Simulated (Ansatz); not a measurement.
CdSe: equation of state with r2SCAN+rVV10

CdSe:

```xyz
2
Lattice="0.0000 3.0703 3.0703 3.0703 0.0000 3.0703 3.0703 3.0703 0.0000" Properties=species:S:1:pos:R:3 pbc="T T T"
Cd    0.0000    0.0000    0.0000
Se    1.5351    1.5351    1.5351
```

Measurements of this composition are mostly on another form, of space group No. 186.

```
Program             : Ansatz 0.2.0
Task                : equation of state
Functional          : r2SCAN
Dispersion          : rVV10
Potentials or basis : Ansatz PAW
Cutoff              : 500 eV
Density cutoff      : 2500 eV
k mesh              : 8 × 8 × 8
Occupations         : fermi-dirac, width 0.05 eV
Spin                : no spin polarisation
```

```json
{
 "Equilibrium volume": "28.39 Å³/atom",
 "Bulk modulus": "54 GPa",
 "Pressure derivative of the bulk modulus": "4.6"
}
```

Energy against volume, from the lowest point:
| volume (Å³/atom) | energy (meV/atom) |
| --- | --- |
| 27.206 | 9.01 |
| 27.784 | 2.25 |
| 28.363 | 0.00 |
| 28.942 | 1.75 |
| 29.521 | 7.08 |
| 30.100 | 15.62 |
| 30.679 | 27.00 |

All runs of the series together: 27 s on 2 threads of Intel(R) Xeon(R) 6975P-C (Granite Rapids), with other jobs on the host.

Caveat: the PAW data sets were made with another functional, which shifts forces and pressure a little.
